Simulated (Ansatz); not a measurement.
Rutile GeO2 was calculated with PBE-D4 in Ansatz (PAW).

Settings: plane-wave cutoff 520 eV, 8×8×12 k mesh (along the axes of the cell as run), Fermi–Dirac smearing 0.01 eV, scalar-relativistic PAW data made under PBE.

Cell (relaxed at this level):

```
CELL_PARAMETERS angstrom
      4.44758     0.00000     0.00000
      0.00000     4.44758     0.00000
      0.00000     0.00000     2.89808
ATOMIC_POSITIONS crystal
  Ge 0.00000 0.00000 0.00000
  Ge 0.50000 0.50000 0.50000
  O  0.30632 0.30632 0.00000
  O  0.80632 0.19368 0.50000
  O  0.19368 0.80632 0.50000
  O  0.69368 0.69368 0.00000
```

**Question.** Estimate the bulk modulus B0, band gap and pressure derivative B′ of the bulk modulus that the calculation returns.

**Answer.** 
- bulk modulus B0 = 211 GPa
- band gap = 1.44 eV (direct)
- pressure derivative B′ of the bulk modulus = 6.1

Measured, for comparison: band gap 4.68 eV (temperature not stated, not corrected to a static lattice, direct (forbidden), UV absorption; as tabulated in Mengle et al. (2019), arXiv:1905.10301); bulk modulus 251 GPa (room temperature, not corrected to a static lattice, from measured elastic constants; as tabulated in Sevik and Bulutay (2007), arXiv:cond-mat/0610176). Computed (rounded) less measured: bulk modulus -16 %.

Note: the bulk modulus comes from volumes at which shape and atoms were relaxed.

Spin–orbit coupling is not included.

The computed numbers hold no vibrational or temperature effects.

The result took roughly 4 core-minutes.

Ansatz is a first-principles code.
